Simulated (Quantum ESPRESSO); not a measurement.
# Ge (Fd-3m) in Quantum ESPRESSO: notebook

Aim: see how the results for Ge move with the level of theory and the settings. Levels: PBE, LDA. Tasks: band structure.

Program: Quantum ESPRESSO 7.5. These are calculated values, not measurements. Logs are shortened: lines on timing, memory, paths and dates and some standing lists are left out, and cuts for length are marked.

**Experimental background.**

From “Electronic and optical properties of SixGe1-x-ySny alloys lattice-matched to Ge”, 2021, arxiv:2109.02782, for a bulk crystal of Ge: band gap 0.807 eV (direct) at 300 K; band gap 0.666 eV (indirect) at 293 K.

The runs below are set against these values where they give the same quantity.

## Step 1: The structure

It takes space group Fd-3m (No. 227, cubic). The conventional cell has a = 5.658 Å, b = 5.658 Å, c = 5.658 Å, α = 90.00°, β = 90.00°, γ = 90.00°. Around Ge (site symmetry -43m) lie 4 Ge at 2.45 Å.

## Step 2: Band structure, PBE, spin-orbit coupling, no magnetisation

File pw.in:

```
&CONTROL
  calculation = 'scf'
  prefix = 'pwscf'
  outdir = './tmp'
  pseudo_dir = './pseudo'
  tprnfor = .true.
  tstress = .true.
  disk_io = 'low'
/
&SYSTEM
  ibrav = 0
  nat = 2
  ntyp = 1
  ecutwfc = 78
  nbnd = 42
  occupations = 'smearing'
  smearing = 'fd'
  degauss = 0.00367493
  noncolin = .true.
  lspinorb = .true.
/
&ELECTRONS
  conv_thr = 4d-10
  electron_maxstep = 120
  mixing_beta = 0.5
/
ATOMIC_SPECIES
Ge    72.6300 Ge.upf
CELL_PARAMETERS angstrom
   0.0000000000    2.8289100000    2.8289100000
   2.8289100000    0.0000000000    2.8289100000
   2.8289100000    2.8289100000    0.0000000000
ATOMIC_POSITIONS crystal
Ge     0.7500000000    0.7500000000    0.7500000000
Ge     0.5000000000    0.5000000000    0.5000000000
K_POINTS automatic
8 8 8 0 0 0
```

File bands.in:

```
&CONTROL
  calculation = 'bands'
  prefix = 'pwscf'
  outdir = './tmp'
  pseudo_dir = './pseudo'
  disk_io = 'low'
  verbosity = 'high'
/
&SYSTEM
  ibrav = 0
  nat = 2
  ntyp = 1
  ecutwfc = 78
  nbnd = 42
  occupations = 'smearing'
  smearing = 'fd'
  degauss = 0.00367493
  noncolin = .true.
  lspinorb = .true.
/
&ELECTRONS
  conv_thr = 1d-08
  electron_maxstep = 120
  mixing_beta = 0.5
  diago_full_acc = .true.
/
ATOMIC_SPECIES
Ge    72.6300 Ge.upf
CELL_PARAMETERS angstrom
   0.0000000000    2.8289100000    2.8289100000
   2.8289100000    0.0000000000    2.8289100000
   2.8289100000    2.8289100000    0.0000000000
ATOMIC_POSITIONS crystal
Ge     0.7500000000    0.7500000000    0.7500000000
Ge     0.5000000000    0.5000000000    0.5000000000
K_POINTS crystal
60
 0.0000000000  0.0000000000  0.0000000000 1
 0.0625000000  0.0000000000  0.0625000000 1
 0.1250000000  0.0000000000  0.1250000000 1
 0.1875000000  0.0000000000  0.1875000000 1
 0.2500000000  0.0000000000  0.2500000000 1
 0.3125000000  0.0000000000  0.3125000000 1
 0.3750000000  0.0000000000  0.3750000000 1
 0.4375000000  0.0000000000  0.4375000000 1
 0.5000000000  0.0000000000  0.5000000000 1
 0.5000000000  0.0625000000  0.5625000000 1
 0.5000000000  0.1250000000  0.6250000000 1
 0.5000000000  0.1875000000  0.6875000000 1
 0.5000000000  0.2500000000  0.7500000000 1
 0.4375000000  0.3125000000  0.7500000000 1
 0.3750000000  0.3750000000  0.7500000000 1
 0.3375000000  0.3375000000  0.6750000000 1
 0.3000000000  0.3000000000  0.6000000000 1
 0.2625000000  0.2625000000  0.5250000000 1
 0.2250000000  0.2250000000  0.4500000000 1
 0.1875000000  0.1875000000  0.3750000000 1
 0.1500000000  0.1500000000  0.3000000000 1
 0.1125000000  0.1125000000  0.2250000000 1
 0.0750000000  0.0750000000  0.1500000000 1
 0.0375000000  0.0375000000  0.0750000000 1
 0.0000000000  0.0000000000  0.0000000000 1
 0.0625000000  0.0625000000  0.0625000000 1
 0.1250000000  0.1250000000  0.1250000000 1
 0.1875000000  0.1875000000  0.1875000000 1
 0.2500000000  0.2500000000  0.2500000000 1
 0.3125000000  0.3125000000  0.3125000000 1
 0.3750000000  0.3750000000  0.3750000000 1
 0.4375000000  0.4375000000  0.4375000000 1
 0.5000000000  0.5000000000  0.5000000000 1
 0.5250000000  0.4500000000  0.5250000000 1
 0.5500000000  0.4000000000  0.5500000000 1
 0.5750000000  0.3500000000  0.5750000000 1
 0.6000000000  0.3000000000  0.6000000000 1
 0.6250000000  0.2500000000  0.6250000000 1
 0.5833333333  0.2500000000  0.6666666667 1
 0.5416666667  0.2500000000  0.7083333333 1
 0.5000000000  0.2500000000  0.7500000000 1
 0.5000000000  0.2857142857  0.7142857143 1
 0.5000000000  0.3214285714  0.6785714286 1
 0.5000000000  0.3571428571  0.6428571429 1
 0.5000000000  0.3928571429  0.6071428571 1
 0.5000000000  0.4285714286  0.5714285714 1
 0.5000000000  0.4642857143  0.5357142857 1
 0.5000000000  0.5000000000  0.5000000000 1
 0.4821428571  0.4821428571  0.5357142857 1
 0.4642857143  0.4642857143  0.5714285714 1
 0.4464285714  0.4464285714  0.6071428571 1
 0.4285714286  0.4285714286  0.6428571429 1
 0.4107142857  0.4107142857  0.6785714286 1
 0.3928571429  0.3928571429  0.7142857143 1
 0.3750000000  0.3750000000  0.7500000000 1
 0.6250000000  0.2500000000  0.6250000000 1
 0.5937500000  0.1875000000  0.5937500000 1
 0.5625000000  0.1250000000  0.5625000000 1
 0.5312500000  0.0625000000  0.5312500000 1
 0.5000000000  0.0000000000  0.5000000000 1
```

Potentials or basis: PseudoDojo 0.4 FR PBE standard.

On the command line:

```
$ OMP_NUM_THREADS=1 pw.x -in pw.in > pw.out
$ OMP_NUM_THREADS=1 pw.x -in bands.in > bands.out
```

pw.out:

```text
This program is part of the open-source Quantum ESPRESSO suite
     for quantum simulation of materials; please cite
[... 9 lines left out ...]
     --------------------
     sticks:   dense  smooth     PW     G-vecs:    dense   smooth      PW
     Sum        1237    1237    361                28475    28475    4573

     Using Slab Decomposition

     bravais-lattice index     =            0
     lattice parameter (alat)  =       7.5602  a.u.
     unit-cell volume          =     305.5512 (a.u.)^3
     number of atoms/cell      =            2
     number of atomic types    =            1
     number of electrons       =        28.00
     number of Kohn-Sham states=           42
     kinetic-energy cutoff     =      78.0000  Ry
     charge density cutoff     =     312.0000  Ry
     scf convergence threshold =      4.0E-10
     mixing beta               =       0.5000
     number of iterations used =            8  plain     mixing
     Exchange-correlation= PBE
                           (   1   4   3   4   0   0   0)
     Non magnetic calculation with spin-orbit

     celldm(1)=   7.560195  celldm(2)=   0.000000  celldm(3)=   0.000000
     celldm(4)=   0.000000  celldm(5)=   0.000000  celldm(6)=   0.000000

     crystal axes: (cart. coord. in units of alat)
               a(1) = (   0.000000   0.707107   0.707107 )
               a(2) = (   0.707107   0.000000   0.707107 )
               a(3) = (   0.707107   0.707107   0.000000 )

     reciprocal axes: (cart. coord. in units 2 pi/alat)
               b(1) = ( -0.707107  0.707107  0.707107 )
               b(2) = (  0.707107 -0.707107  0.707107 )
               b(3) = (  0.707107  0.707107 -0.707107 )

     PseudoPot. # 1 for Ge read from file:
     Ge.upf
     Pseudo is Norm-conserving + core correction, Zval = 14.0
     Generated using ONCVPSP code by D. R. Hamann
     Using radial grid of 1578 points, 10 beta functions with:
                l(1) =   0
                l(2) =   0
                l(3) =   1
                l(4) =   1
                l(5) =   1
                l(6) =   1
                l(7) =   2
                l(8) =   2
                l(9) =   2
               l(10) =   2

     atomic species   valence    mass     pseudopotential
     Ge               14.00    72.63000     Ge( 1.00)

     48 Sym. Ops., with inversion, found (24 have fractional translation)

   Cartesian axes

     site n.     atom                  positions (alat units)
         1        Ge     tau(   1) = (   1.0606602   1.0606602   1.0606602  )
         2        Ge     tau(   2) = (   0.7071068   0.7071068   0.7071068  )

     number of k points=    29  Fermi-Dirac smearing, width (Ry)=  0.0037
                       cart. coord. in units 2pi/alat
        k(    1) = (   0.0000000   0.0000000   0.0000000), wk =   0.0019531
        k(    2) = (   0.0883883   0.0883883  -0.0883883), wk =   0.0156250
        k(    3) = (   0.1767767   0.1767767  -0.1767767), wk =   0.0156250
        k(    4) = (   0.2651650   0.2651650  -0.2651650), wk =   0.0156250
        k(    5) = (  -0.3535534  -0.3535534   0.3535534), wk =   0.0078125
        k(    6) = (   0.1767767   0.0000000   0.0000000), wk =   0.0117188
[... 21 lines left out ...]
        k(   28) = (  -0.7071068   0.1767767  -0.0000000), wk =   0.0234375
        k(   29) = (  -0.7071068   0.3535534   0.0000000), wk =   0.0117188

     Dense  grid:    28475 G-vectors     FFT dimensions: (  48,  48,  48)

     Initial potential from superposition of free atoms

     starting charge      27.9983, renormalised to      28.0000
     Starting wfcs are   36 randomized atomic wfcs +    6 random wfcs

     Self-consistent Calculation

     iteration #  1     ecut=    78.00 Ry     beta= 0.50
     Davidson diagonalization with overlap
     ethr =  1.00E-02,  avg # of iterations =  5.3

     Threshold (ethr) on eigenvalues was too large:
     Diagonalizing with lowered threshold

     Davidson diagonalization with overlap
     ethr =  1.19E-04,  avg # of iterations =  3.3

     total energy              =    -357.22350919 Ry
     estimated scf accuracy    <       0.03419609 Ry

     iteration #  2     ecut=    78.00 Ry     beta= 0.50
     Davidson diagonalization with overlap
     ethr =  1.22E-04,  avg # of iterations =  1.0

     total energy              =    -357.22316804 Ry
     estimated scf accuracy    <       0.00658105 Ry

     iteration #  3     ecut=    78.00 Ry     beta= 0.50
     Davidson diagonalization with overlap
     ethr =  2.35E-05,  avg # of iterations =  2.4

     total energy              =    -357.22351310 Ry
     estimated scf accuracy    <       0.00008745 Ry
[... 26 lines left out ...]
     total energy              =    -357.22352912 Ry
     estimated scf accuracy    <          2.0E-09 Ry

     iteration #  8     ecut=    78.00 Ry     beta= 0.50
     Davidson diagonalization with overlap
     ethr =  7.13E-12,  avg # of iterations =  2.2

[... 8 lines left out ...]

          k = 0.0000 0.0000 0.0000 (  3527 PWs)   bands (ev):

   -15.5662 -15.5662 -15.5662 -15.5662 -15.5040 -15.5040 -15.5040 -15.5040
   -15.0658 -15.0658 -14.9255 -14.9255 -14.9255 -14.9255 -14.8836 -14.8836
   -14.8836 -14.8836 -14.8155 -14.8155  -3.2125  -3.2125   9.3615   9.3615
     9.5952   9.5952   9.6556   9.6556   9.6556   9.6556  11.9684  11.9684
    12.1813  12.1813  12.1813  12.1813  15.9946  15.9946  18.9925  18.9925
    18.9925  18.9925

          k = 0.0884 0.0884-0.0884 (  3575 PWs)   bands (ev):

   -15.5675 -15.5675 -15.5636 -15.5636 -15.5064 -15.5064 -15.5020 -15.5020
   -15.0593 -15.0593 -14.9370 -14.9370 -14.9310 -14.9310 -14.8772 -14.8772
   -14.8751 -14.8751 -14.8180 -14.8180  -3.0223  -3.0223   7.2013   7.2013
     9.1266   9.1266   9.3177   9.3177  10.5984  10.5984  12.4873  12.4873
    12.6323  12.6323  13.0524  13.0524  16.9231  16.9231  18.1119  18.1119
    18.1139  18.1139
[... 147 lines left out ...]
   -15.5668 -15.5668 -15.5557 -15.5557 -15.5139 -15.5139 -15.4954 -15.4954
   -15.0052 -15.0052 -14.9850 -14.9850 -14.9367 -14.9367 -14.9081 -14.9081
   -14.8362 -14.8362 -14.8141 -14.8141  -0.1439  -0.1439   1.6020   1.6020
     5.9946   5.9946   6.6623   6.6623  10.4568  10.4568  11.5062  11.5062
    17.4539  17.4539  17.8728  17.8728  20.1425  20.1425  21.4145  21.4145
    21.5306  21.5306

          k = 0.0000-0.5303 0.5303 (  3536 PWs)   bands (ev):

   -15.5705 -15.5705 -15.5522 -15.5522 -15.5189 -15.5189 -15.4894 -15.4894
   -15.0094 -15.0094 -14.9753 -14.9753 -14.9381 -14.9381 -14.9148 -14.9148
   -14.8403 -14.8403 -14.8079 -14.8079   0.2025   0.2025   1.2644   1.2644
     5.2235   5.2235   6.9249   6.9249  10.7160  10.7160  13.6432  13.6432
    16.7652  16.7652  16.9486  16.9486  17.7405  17.7405  19.3560  19.3560
    23.1526  23.1526

          k =-0.7071 0.0000 0.0000 (  3540 PWs)   bands (ev):

   -15.5611 -15.5611 -15.5611 -15.5611 -15.5048 -15.5048 -15.5048 -15.5048
   -14.9958 -14.9958 -14.9958 -14.9958 -14.9223 -14.9223 -14.9223 -14.9223
   -14.8241 -14.8241 -14.8241 -14.8241   0.6731   0.6731   0.6731   0.6731
     6.4837   6.4837   6.4837   6.4837  10.3087  10.3087  10.3087  10.3087
    19.0649  19.0649  19.0649  19.0649  21.1756  21.1756  21.1756  21.1756
    22.3595  22.3595

          k = 0.3536 0.1768 0.0000 (  3553 PWs)   bands (ev):

   -15.5704 -15.5704 -15.5539 -15.5539 -15.5171 -15.5171 -15.4941 -15.4941
   -15.0295 -15.0295 -14.9722 -14.9722 -14.9393 -14.9393 -14.8783 -14.8783
   -14.8498 -14.8498 -14.8218 -14.8218  -1.9766  -1.9766   4.1917   4.1917
     6.7017   6.7017   7.9431   7.9431  11.9179  11.9179  12.3727  12.3727
    14.2140  14.2140  15.1025  15.1025  17.5914  17.5914  19.7068  19.7068
    19.9462  19.9462

          k =-0.2652-0.4419 0.6187 (  3557 PWs)   bands (ev):
[... 28 lines left out ...]
   -15.5708 -15.5708 -15.5523 -15.5523 -15.5192 -15.5192 -15.4886 -15.4886
   -15.0102 -15.0102 -14.9743 -14.9743 -14.9412 -14.9412 -14.9115 -14.9115
   -14.8420 -14.8420 -14.8071 -14.8071  -0.0260  -0.0260   1.5296   1.5296
     5.4195   5.4195   6.4749   6.4749  11.8544  11.8544  13.7815  13.7815
    14.6625  14.6625  16.6479  16.6479  18.4594  18.4594  21.2108  21.2108
    21.7307  21.7307

          k = 0.0000-0.3536 0.5303 (  3557 PWs)   bands (ev):

   -15.5721 -15.5721 -15.5501 -15.5501 -15.5216 -15.5216 -15.4874 -15.4874
   -15.0114 -15.0114 -14.9750 -14.9750 -14.9418 -14.9418 -14.9080 -14.9080
   -14.8426 -14.8426 -14.8080 -14.8080  -0.3522  -0.3522   1.8907   1.8907
     5.2692   5.2692   6.8351   6.8351  12.2263  12.2263  14.0816  14.0816
    14.5454  14.5454  16.3372  16.3372  17.7851  17.7851  19.2355  19.2355
    22.9295  22.9296

          k =-0.7071 0.1768-0.0000 (  3542 PWs)   bands (ev):

   -15.5676 -15.5676 -15.5558 -15.5558 -15.5146 -15.5146 -15.4931 -15.4931
   -15.0071 -15.0071 -14.9795 -14.9795 -14.9309 -14.9309 -14.9203 -14.9203
   -14.8379 -14.8379 -14.8096 -14.8096   0.7127   0.7127   0.7289   0.7289
     5.9881   5.9881   6.0485   6.0485  11.4725  11.4725  11.5246  11.5246
    17.1235  17.1235  17.2059  17.2059  20.5375  20.5375  20.6928  20.6928
    22.4226  22.4226

          k =-0.7071 0.3536 0.0000 (  3552 PWs)   bands (ev):

   -15.5704 -15.5704 -15.5544 -15.5544 -15.5178 -15.5178 -15.4878 -15.4878
   -15.0109 -15.0109 -14.9693 -14.9693 -14.9354 -14.9354 -14.9241 -14.9241
   -14.8427 -14.8427 -14.8037 -14.8037   0.7590   0.7590   0.7830   0.7830
     5.6168   5.6168   5.6919   5.6919  13.8112  13.8112  13.9475  13.9475
    14.2748  14.2748  14.2825  14.2825  20.5009  20.5009  20.6552  20.6552
    22.4919  22.4919

     the Fermi energy is     9.6365 ev

!    total energy              =    -357.22352912 Ry
     estimated scf accuracy    <          5.6E-11 Ry
     smearing contrib. (-TS)   =      -0.00005618 Ry
     internal energy E=F+TS    =    -357.22347294 Ry

     The total energy is F=E-TS. E is the sum of the following terms:
     one-electron contribution =    -183.13318124 Ry
     hartree contribution      =     110.70259120 Ry
     xc contribution           =     -87.29212470 Ry
     ewald contribution        =    -197.50075820 Ry

     convergence has been achieved in   9 iterations

     Forces acting on atoms (cartesian axes, Ry/au):

     atom    1 type  1   force =    -0.00000000   -0.00000000   -0.00000000
     atom    2 type  1   force =    -0.00000000   -0.00000000    0.00000000

     Total force =     0.000000     Total SCF correction =     0.000000

     Computing stress (Cartesian axis) and pressure

          total   stress  (Ry/bohr**3)                   (kbar)     P=       38.03
   0.00025854  -0.00000000  -0.00000000           38.03       -0.00       -0.00
  -0.00000000   0.00025854  -0.00000000           -0.00       38.03       -0.00
  -0.00000000  -0.00000000   0.00025854           -0.00       -0.00       38.03

=------------------------------------------------------------------------------=
   JOB DONE.
=------------------------------------------------------------------------------=
```

It took 7.4 min on 1 thread of Arm Neoverse V1, shared host; peak memory 0.33 GiB.

Results:

```yaml
Free_energy: -4860.2737 eV
Pressure: 3.8 GPa
Band_gap_on_the_k_mesh: none (metal or under the smearing width)
```

Levels at the corners of the path, in eV from the Fermi level:
```tsv
point	band 25	band 26	band 27	band 28	band 29	band 30	band 31	band 32
Γ	-0.04	-0.04	0.02	0.02	0.02	0.02	2.33	2.33
X	-3.15	-3.15	-3.15	-3.15	0.67	0.67	0.67	0.67
W	-4.02	-4.02	-3.94	-3.94	4.17	4.17	4.31	4.31
K	-4.41	-4.41	-2.71	-2.71	1.08	1.08	4.01	4.01
Γ	-0.04	-0.04	0.02	0.02	0.02	0.02	2.33	2.33
L	-1.58	-1.58	-1.39	-1.39	0.10	0.10	3.62	3.62
U	-4.41	-4.41	-2.71	-2.71	1.08	1.08	4.01	4.01
W	-4.02	-4.02	-3.94	-3.94	4.17	4.17	4.31	4.31
L	-1.58	-1.58	-1.39	-1.39	0.10	0.10	3.62	3.62
K	-4.41	-4.41	-2.71	-2.71	1.08	1.08	4.01	4.01
U	-4.41	-4.41	-2.71	-2.71	1.08	1.08	4.01	4.01
X	-3.15	-3.15	-3.15	-3.15	0.67	0.67	0.67	0.67
```

Caveat: this crystal is a semiconductor, whose small gap the functional closes, so the metal is an error of the method.

## Step 3: Band structure, LDA

File pw.in:

```
&CONTROL
  calculation = 'scf'
  prefix = 'pwscf'
  outdir = './tmp'
  pseudo_dir = './pseudo'
  tprnfor = .true.
  tstress = .true.
  disk_io = 'low'
/
&SYSTEM
  ibrav = 0
  A = 4.00068289
  nat = 2
  ntyp = 1
  ecutwfc = 78
  nbnd = 21
  occupations = 'smearing'
  smearing = 'fd'
  degauss = 0.00367493
/
&ELECTRONS
  conv_thr = 4d-10
  electron_maxstep = 120
  mixing_beta = 0.5
/
ATOMIC_SPECIES
Ge    72.6300 Ge.upf
CELL_PARAMETERS alat
   0.0000000000    0.7071067810    0.7071067810
   0.7071067810    0.0000000000    0.7071067810
   0.7071067810    0.7071067810    0.0000000000
ATOMIC_POSITIONS alat
Ge     1.0606601714    1.0606601714    1.0606601714
Ge     0.7071067810    0.7071067810    0.7071067810
K_POINTS automatic
8 8 8 0 0 0
```

Changes to bands.in since step 2:

```diff
@@ -10,2 +10,3 @@
   ibrav = 0
+  A = 4.00068289
   nat = 2
@@ -13,3 +14,3 @@
   ecutwfc = 78
-  nbnd = 42
+  nbnd = 21
   occupations = 'smearing'
@@ -17,4 +18,2 @@
   degauss = 0.00367493
-  noncolin = .true.
-  lspinorb = .true.
 /
@@ -28,9 +27,9 @@
 Ge    72.6300 Ge.upf
-CELL_PARAMETERS angstrom
-   0.0000000000    2.8289100000    2.8289100000
-   2.8289100000    0.0000000000    2.8289100000
-   2.8289100000    2.8289100000    0.0000000000
-ATOMIC_POSITIONS crystal
-Ge     0.7500000000    0.7500000000    0.7500000000
-Ge     0.5000000000    0.5000000000    0.5000000000
+CELL_PARAMETERS alat
+   0.0000000000    0.7071067810    0.7071067810
+   0.7071067810    0.0000000000    0.7071067810
+   0.7071067810    0.7071067810    0.0000000000
+ATOMIC_POSITIONS alat
+Ge     1.0606601714    1.0606601714    1.0606601714
+Ge     0.7071067810    0.7071067810    0.7071067810
 K_POINTS crystal
```

Potentials or basis: PseudoDojo 0.4.1 SR LDA standard.

On the command line:

```
$ OMP_NUM_THREADS=1 pw.x -in pw.in > pw.out
$ OMP_NUM_THREADS=1 pw.x -in bands.in > bands.out
```

Run time: 89 s. Hardware: 1 thread of Arm Neoverse V1, shared host; peak memory 0.1 GiB.

It converged, with:

* Free energy: -4856.4111 eV
* Pressure: -1.4 GPa
* Band gap on the k mesh: none (metal or under the smearing width)

Levels at the corners of the path, in eV from the Fermi level:
| point | band 10 | band 11 | band 12 | band 13 | band 14 | band 15 | band 16 | band 17 | band 18 | band 19 |
| --- | --- | --- | --- | --- | --- | --- | --- | --- | --- | --- |
| Γ | -24.66 | -12.79 | -0.17 | 0.02 | 0.02 | 0.02 | 2.56 | 2.56 | 2.56 | 6.24 |
| X | -24.62 | -8.92 | -8.92 | -3.05 | -3.05 | 0.69 | 0.69 | 9.43 | 9.43 | 11.45 |
| W | -24.61 | -8.82 | -8.82 | -3.89 | -3.89 | 4.27 | 4.27 | 4.68 | 4.68 | 10.95 |
| K | -24.61 | -9.39 | -8.33 | -4.32 | -2.61 | 1.10 | 4.04 | 7.13 | 7.35 | 8.11 |
| Γ | -24.66 | -12.79 | -0.17 | 0.02 | 0.02 | 0.02 | 2.56 | 2.56 | 2.56 | 6.24 |
| L | -24.64 | -10.71 | -7.62 | -1.38 | -1.38 | 0.07 | 3.75 | 3.75 | 7.02 | 10.42 |
| U | -24.61 | -9.39 | -8.33 | -4.32 | -2.61 | 1.10 | 4.04 | 7.13 | 7.35 | 8.11 |
| W | -24.61 | -8.82 | -8.82 | -3.89 | -3.89 | 4.27 | 4.27 | 4.68 | 4.68 | 10.95 |
| L | -24.64 | -10.71 | -7.62 | -1.38 | -1.38 | 0.07 | 3.75 | 3.75 | 7.02 | 10.42 |
| K | -24.61 | -9.39 | -8.33 | -4.32 | -2.61 | 1.10 | 4.04 | 7.13 | 7.35 | 8.11 |
| U | -24.61 | -9.39 | -8.33 | -4.32 | -2.61 | 1.10 | 4.04 | 7.13 | 7.35 | 8.11 |
| X | -24.62 | -8.92 | -8.92 | -3.05 | -3.05 | 0.69 | 0.69 | 9.43 | 9.43 | 11.45 |

Caveat: this crystal is a semiconductor, whose small gap the functional closes, so the metal is an error of the method.

## Step 4: Against experiment

Step 2. Measured gap of Ge: 0.807 eV (direct; 300 K; “Electronic and optical properties of SixGe1-x-ySny alloys lattice-matched to Ge”, 2021, arxiv:2109.02782). This calculation gives 0.00 eV (-0.81 eV). 3 values of this kind are on record (0.666 to 0.807 eV); this one was drawn at random among those near their median. The value is that of PBE on a finite k mesh, which can miss the band edges, without temperature or zero-point motion. Semilocal functionals fall short of measured gaps as a rule.

Step 3. Measured gap of Ge: 0.666 eV (indirect; 293 K; “Electronic and optical properties of SixGe1-x-ySny alloys lattice-matched to Ge”, 2021, arxiv:2109.02782). This calculation gives 0.00 eV (-0.67 eV). 3 values of this kind are on record (0.666 to 0.807 eV); this one was drawn at random among those near their median. Spin-orbit coupling on Ge is left out. The value is that of LDA on a finite k mesh, which can miss the band edges, without temperature or zero-point motion. Semilocal functionals fall short of measured gaps as a rule.
